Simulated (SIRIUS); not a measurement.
# Au (Im-3m) in SIRIUS: notebook, part 3 of 3

SIRIUS 7.12.0.

## Step 8: Equation of state, PBEsol, 19.30 Å³/atom (volume scaled by 1.06)

Input file sirius.json:

```json
{
  "control": {
    "processing_unit": "cpu",
    "std_evp_solver_name": "lapack",
    "gen_evp_solver_name": "lapack",
    "verbosity": 2,
    "print_forces": false,
    "ortho_rf": true,
    "use_second_variation": true,
    "rmt_max": 3.0,
    "num_bands_to_print": 24,
    "save_wf": true
  },
  "parameters": {
    "electronic_structure_method": "full_potential_lapwlo",
    "xc_functionals": ["XC_GGA_X_PBE_SOL", "XC_GGA_C_PBE_SOL"],
    "core_relativity": "dirac",
    "valence_relativity": "iora",
    "num_fv_states": 25,
    "smearing": "fermi_dirac",
    "smearing_width": 0.0018374661,
    "pw_cutoff": 20,
    "gk_cutoff": 3.52,
    "lmax_apw": 11,
    "lmax_rho": 8,
    "lmax_pot": 8,
    "num_mag_dims": 0,
    "auto_rmt": 0,
    "ngridk": [11, 11, 11],
    "shiftk": [0, 0, 0],
    "num_dft_iter": 80,
    "energy_tol": 1e-07,
    "density_tol": 1e-05,
    "use_symmetry": true
  },
  "settings": {"tol_ne": 1e-10},
  "iterative_solver": {"type": "exact"},
  "mixer": {"type": "anderson", "beta": 0.5, "max_history": 8},
  "unit_cell": {
    "lattice_vectors": [
      [-3.1932076586, 3.1932076586, 3.1932076586],
      [3.1932076586, -3.1932076586, 3.1932076586],
      [3.1932076586, 3.1932076586, -3.1932076586]
    ],
    "atom_types": ["Au"],
    "atom_files": {"Au": "Au.json"},
    "atoms": {"Au": [[0.0, 0.0, 0.0]]}
  }
}
```

Input file Au.json:

```json
{
  "name": "gold",
  "symbol": "Au",
  "number": 79,
  "mass": 196.966569,
  "rmin": 1e-06,
  "rmt": 2.61,
  "nrmt": 800,
  "rinf": 13.44,
  "core": "1s2s2p3s3p3d4s4p4d",
  "valence": [
    {"basis": [{"enu": 0.05, "dme": 0, "n": 0, "auto": 0}, {"enu": 0.05, "dme": 1, "n": 0, "auto": 0}]},
    {"l": 0, "n": 1, "basis": [{"enu": 0.15, "dme": 0, "n": 0, "auto": 0}]},
    {"l": 1, "n": 2, "basis": [{"enu": 0.15, "dme": 0, "n": 0, "auto": 0}]},
    {"l": 2, "n": 3, "basis": [{"enu": 0.15, "dme": 0, "n": 0, "auto": 0}]},
    {"l": 3, "n": 4, "basis": [{"enu": 0.15, "dme": 0, "n": 0, "auto": 0}]},
    {"l": 4, "n": 5, "basis": [{"enu": 0.15, "dme": 0, "n": 0, "auto": 0}]}
  ],
  "lo": [
    {"l": 0, "basis": [{"enu": 0.15, "dme": 0, "n": 0, "auto": 0}, {"enu": 0.15, "dme": 1, "n": 0, "auto": 0}]},
    {
      "l": 0,
      "basis": [{"enu": -3.6044, "dme": 0, "n": 5, "auto": 1}, {"enu": -3.6044, "dme": 1, "n": 5, "auto": 1}]
    },
    {
      "l": 0,
      "basis": [{"enu": -3.6044, "dme": 1, "n": 5, "auto": 1}, {"enu": 0.15, "dme": 0, "n": 0, "auto": 0}]
    },
    {"l": 0, "basis": [{"enu": 0.15, "dme": 0, "n": 0, "auto": 0}, {"enu": 2.4988, "dme": 0, "n": 0, "auto": 0}]},
    {"l": 1, "basis": [{"enu": 0.15, "dme": 0, "n": 0, "auto": 0}, {"enu": 0.15, "dme": 1, "n": 0, "auto": 0}]},
    {
      "l": 1,
      "basis": [{"enu": -1.8279, "dme": 0, "n": 5, "auto": 1}, {"enu": -1.8279, "dme": 1, "n": 5, "auto": 1}]
    },
    {
      "l": 1,
      "basis": [{"enu": -1.8279, "dme": 1, "n": 5, "auto": 1}, {"enu": 0.15, "dme": 0, "n": 0, "auto": 0}]
    },
    {"l": 1, "basis": [{"enu": 0.15, "dme": 0, "n": 0, "auto": 0}, {"enu": 2.8511, "dme": 0, "n": 0, "auto": 0}]},
    {"l": 2, "basis": [{"enu": 0.15, "dme": 0, "n": 0, "auto": 0}, {"enu": 0.15, "dme": 1, "n": 0, "auto": 0}]},
    {"l": 2, "basis": [{"enu": 0.15, "dme": 1, "n": 0, "auto": 0}, {"enu": 0.15, "dme": 2, "n": 0, "auto": 0}]},
    {"l": 2, "basis": [{"enu": 0.15, "dme": 0, "n": 0, "auto": 0}, {"enu": 2.44, "dme": 0, "n": 0, "auto": 0}]},
    {"l": 3, "basis": [{"enu": 0.15, "dme": 0, "n": 0, "auto": 0}, {"enu": 0.15, "dme": 1, "n": 0, "auto": 0}]},
    {
      "l": 3,
      "basis": [{"enu": -2.6391, "dme": 0, "n": 4, "auto": 1}, {"enu": -2.6391, "dme": 1, "n": 4, "auto": 1}]
    },
    {
      "l": 3,
      "basis": [{"enu": -2.6391, "dme": 1, "n": 4, "auto": 1}, {"enu": 0.15, "dme": 0, "n": 0, "auto": 0}]
    },
    {"l": 3, "basis": [{"enu": 0.15, "dme": 0, "n": 0, "auto": 0}, {"enu": 3.5557, "dme": 0, "n": 0, "auto": 0}]},
    {"l": 4, "basis": [{"enu": 0.15, "dme": 0, "n": 0, "auto": 0}, {"enu": 0.15, "dme": 1, "n": 0, "auto": 0}]},
    {"l": 4, "basis": [{"enu": 0.15, "dme": 0, "n": 0, "auto": 0}, {"enu": 2.9685, "dme": 0, "n": 0, "auto": 0}]}
  ],
  "free_atom": [... radial grid and density of the free atom, the start of the SCF ...]
}
```

Input file sirius_start.json:

```json
{
  "control": {
    "processing_unit": "cpu",
    "std_evp_solver_name": "lapack",
    "gen_evp_solver_name": "lapack",
    "verbosity": 1,
    "print_forces": false,
    "ortho_rf": true,
    "use_second_variation": true,
    "rmt_max": 3.0,
    "num_bands_to_print": 24,
    "save_wf": false
  },
  "parameters": {
    "electronic_structure_method": "full_potential_lapwlo",
    "xc_functionals": ["XC_LDA_X", "XC_LDA_C_PW"],
    "core_relativity": "dirac",
    "valence_relativity": "iora",
    "num_fv_states": 25,
    "smearing": "fermi_dirac",
    "smearing_width": 0.0055123983,
    "pw_cutoff": 20,
    "gk_cutoff": 2.82,
    "lmax_apw": 11,
    "lmax_rho": 8,
    "lmax_pot": 8,
    "num_mag_dims": 0,
    "auto_rmt": 0,
    "ngridk": [4, 4, 4],
    "shiftk": [0, 0, 0],
    "num_dft_iter": 30,
    "energy_tol": 0.01,
    "density_tol": 0.05,
    "use_symmetry": true
  },
  "settings": {"tol_ne": 1e-10},
  "iterative_solver": {"type": "exact"},
  "mixer": {"type": "anderson", "beta": 0.5, "max_history": 8},
  "unit_cell": {
    "lattice_vectors": [
      [-3.1932076586, 3.1932076586, 3.1932076586],
      [3.1932076586, -3.1932076586, 3.1932076586],
      [3.1932076586, 3.1932076586, -3.1932076586]
    ],
    "atom_types": ["Au"],
    "atom_files": {"Au": "Au.json"},
    "atoms": {"Au": [[0.0, 0.0, 0.0]]}
  }
}
```

Launch:

```sh
> OMP_NUM_THREADS=1 sirius.scf --input=sirius_start.json --output=start.json
> OMP_NUM_THREADS=1 sirius.scf --input=sirius.json --output=output.json --task=1
```

Run time: 47 s. Hardware: 1 thread of Arm Neoverse V1, shared host; peak memory 0.35 GiB.

It converged, with:

```
Free energy                                       : -518176.9965 eV
Band gap on the k mesh                            : none (metal or under the smearing width)
All electrons inside the program's atomic spheres : Au 77.63 (radii Au 2.61 bohr)
```

## Step 9: Equation of state, PBEsol

Potentials or basis: all-electron FP-LAPW, apw+lo standard.

No new run: the results of the series are fitted here.

What came out:

* Equilibrium volume: 17.07 Å³/atom (rough: see the caveat)
* Bulk modulus: 167 GPa (rough)

Energy against volume, from the lowest point:
```csv
volume (Å³/atom),energy (meV/atom)
17.115,0.00
17.479,4.85
17.843,16.27
18.207,34.08
18.571,56.95
18.935,84.22
19.299,115.48
```

Caveat: the minimum lies outside the volumes run.
